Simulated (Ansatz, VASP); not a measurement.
One calculation of W, two programs

```
W
1.0
     0.00000    2.20528    1.72012
     2.20528    0.00000    1.72012
     2.20528    2.20528    0.00000
W
1
Direct
  0.00000 0.00000 0.00000
```

Alike in both runs: task single point; functional PBEsol; k mesh 22 × 22 × 22; occupations gaussian, width 0.15 eV; no spin polarisation.

```csv
,VASP,Ansatz
version,VASP 6.6.1,Ansatz 0.2.0
potentials or method,"VASP PAW PBE potentials, release 64 (W_sv)","scalar-relativistic, plane waves, PAW"
plane-wave cutoff (eV),520,420
valence electrons in the cell,14,14
```

Ansatz gave:

- gap on the k mesh at the Fermi level (eV): none
- pressure (GPa): -16.9
- largest component of the traceless stress (GPa): 15.44

Problem. Which values does VASP return?

Solution. gap on the k mesh at the Fermi level (eV): none; pressure (GPa): -16.5; largest component of the traceless stress (GPa): 15.41.

A gap of «none» marks a metal or a gap that the smearing closes.

Caveats: so large a pressure means that the cell lies far from this level's equilibrium, or that cutoff or potentials fall short (VASP); the potentials were made for another functional, which shifts forces and pressure (VASP). Spin-orbit coupling is left out, which matters for the levels of W.
